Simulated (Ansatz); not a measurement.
**A vibration from a frozen displacement in BaTe**

Computed with Ansatz, DFT PBEsol, scalar-relativistic, plane waves, PAW. Cutoff 420 eV, Γ-centred 6×6×6 k-points, Gaussian smearing of 0.05 eV. Spin–orbit coupling is left out, which matters for the heavy elements here. No spin polarisation. Energies are free energies at this smearing, counted from the undisturbed cell; pressure is positive in compression.

Reference structure (as given, not relaxed at this level; it stands at -2.2 GPa; this CsCl-type form isn't the usual structure):

```yaml
crystal:
  lattice:
    - [4.26247, 0.00000, 0.00000]
    - [0.00000, 4.26247, 0.00000]
    - [0.00000, 0.00000, 4.26247]
  atoms:
    - { symbol: Ba, position: [0.00000, 0.00000, 0.00000] }
    - { symbol: Te, position: [0.50000, 0.50000, 0.50000] }
```

Every Te atom is moved by x along the Cartesian unit vector (-0.577, -0.577, -0.577); the cell and all other atoms stay fixed. The cell's volume is 77.44 Å³; the moved atoms weigh 127.600 u together and the others 137.327 u. Some rows repeat others by symmetry and weren't run.

| x (Å) | ΔE (meV/cell) | total force on the moved atoms along the move (eV/Å) | pressure (GPa) |
| --- | --- | --- | --- |
| -0.1000 | 3.43 | 0.0707 | -2.1419 |
| -0.0875 | 2.61 | 0.0610 | -2.1573 |
| -0.0750 | 1.91 | 0.0516 | -2.1707 |
| -0.0625 | 1.32 | 0.0426 | -2.1819 |
| -0.0500 | 0.84 | 0.0338 | -2.1910 |
| -0.0375 | 0.47 | 0.0251 | -2.1982 |
| -0.0250 | 0.21 | 0.0166 | -2.2032 |
| -0.0125 | 0.05 | 0.0083 | -2.2063 |
| 0.0000 | 0.00 | 0.0000 | -2.2072 |
| 0.0125 | 0.05 | -0.0083 | -2.2063 |
| 0.0250 | 0.21 | -0.0166 | -2.2032 |
| 0.0375 | 0.47 | -0.0251 | -2.1982 |
| 0.0500 | 0.84 | -0.0338 | -2.1910 |
| 0.0625 | 1.32 | -0.0426 | -2.1819 |
| 0.0750 | 1.91 | -0.0516 | -2.1707 |
| 0.0875 | 2.61 | -0.0610 | -2.1573 |
| 0.1000 | 3.43 | -0.0707 | -2.1419 |

Problem. What frequency belongs to this motion?

Solution. The force constant is k = −dF/dx = 0.665 eV/Å², from the parabola through x = -0.0125, 0 and 0.0125. In every cell the moved atoms swing against the rest, so the mass is μ = m₁m₂/(m₁ + m₂) = 66.142 u, and ν̃ = 521.5 cm⁻¹ × √(|k|/μ) = 52 cm⁻¹, at this cell's pressure of -2.2 GPa. To first order in x, and within 1 %, the force on every atom lies along the move and, within each of the two groups, in proportion to the atom's mass, so this is itself a mode at the zone centre of this cell, taken without macroscopic field (the transverse frequency in a polar insulator).

Problem. How far does the harmonic law reach?

Solution. At x = -0.100 Å, kx²/2 = 3.33 meV against the computed 3.43 meV (+3.2 %): the well is still close to harmonic there.